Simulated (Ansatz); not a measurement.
The system is MnS.

```
CELL_PARAMETERS angstrom
0.00000 2.47346 2.47346
2.47346 0.00000 2.47346
2.47346 2.47346 0.00000
ATOMIC_POSITIONS crystal
Mn 0.00000 0.00000 0.00000
S 0.75000 0.75000 0.75000
```

The cell is a database's computed one.

| Quantity | Value |
| --- | --- |
| Program | Ansatz 0.2.0 |
| Task | relaxation of cell and atoms |
| Functional | PBEsol |
| Potentials or basis | Ansatz PAW |
| Cutoff | 420 eV (not typed: the program's choice for these potentials) |
| k mesh | 9 × 9 × 9 |
| Occupations | fermi-dirac, width 0.05 eV |
| Spin | collinear spin, ferromagnetic start |
| Starting moments | [4.0, 0.0] μB |
| Hubbard terms | Mn d U = 8 eV |

At the start: volume 15.13 Å³/atom.

Q: How do energy, volume and symmetry change on relaxing?

A: It ends after 11 steps and the volume is 23.68 Å³/atom (+56.5 %); space group F-43m (No. 216, to 0.05 Å); moment 5.00 μB per cell.

Step by step:
```csv
step,energy change (eV),largest force (eV/Å),volume (Å³)
1,0.0000,0.0000,30.27
2,-1.4460,0.0000,34.91
3,-2.1863,0.0000,40.01
4,-2.4029,0.0000,44.32
5,-2.4159,0.0000,45.65
6,-2.4160,0.0000,45.79
7,-2.4725,0.0000,45.79
8,-2.4820,0.0000,46.94
9,-2.4826,0.0000,47.36
10,-2.4829,0.0000,47.36
11,-2.4829,0.0000,47.36
```

Final structure:
```xyz
2
Lattice="0.0000 2.8716 2.8716 2.8716 0.0000 2.8716 2.8716 2.8716 0.0000" Properties=species:S:1:pos:R:3 pbc="T T T"
Mn    0.0000    0.0000    0.0000
S     4.3074    4.3074    4.3074
```

Caveat: the magnetic or orbital state may not be the lowest; the electronic state changed during the relaxation; the volume moved by over 15 % at a fixed basis, so the end points are rough; the plane-wave basis is chosen anew once the cell has moved, so the energies of steps on either side of that aren't comparable; a cell with one magnetic atom can't hold antiferromagnetic order, which such compounds often take; the PAW data sets come from PBE, with cores solved anew for the run's functional, which leaves a small shift of forces and pressure.
